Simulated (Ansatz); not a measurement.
Te2Mo:

```
Te Mo
1.0
     3.51820    0.00000    0.00000
    -1.75910    3.04685    0.00000
     0.00000    0.00000   13.97360
Te Mo
4 2
Direct
  0.66667 0.33333 0.37900
  0.33333 0.66667 0.87900
  0.66667 0.33333 0.12100
  0.33333 0.66667 0.62100
  0.66667 0.33333 0.75000
  0.33333 0.66667 0.25000
```

Base run:

* Program: Ansatz 0.2.0
* Functional: PBE0
* Potentials or basis: Ansatz PAW
* Cutoff: 420 eV (not typed: the program's choice for these potentials)
* k mesh: 6 × 6 × 2
* Occupations: fermi-dirac, width 0.05 eV
* Spin: no spin polarisation

Its results: band gap on the k mesh 1.88 eV, indirect (least direct gap 2.10 eV); pressure -0.7 GPa; largest force 0.347 eV/Å.

The run is repeated on the same cell with these changes: functional from PBE0 to HSE06. What comes out?

Band gap on the k mesh 1.24 eV, indirect (least direct gap 1.46 eV); pressure -0.7 GPa; largest force 0.343 eV/Å.

Caveats: spin-orbit coupling is left out, which moves the levels of the heavy elements; this functional lacks dispersion, which binds the layers, so the pressure and a relaxed spacing across them are unreliable; the PAW data sets come from PBE, with cores solved anew for the run's functional, which leaves a small shift of forces and pressure; the thresholds are loose for stress.
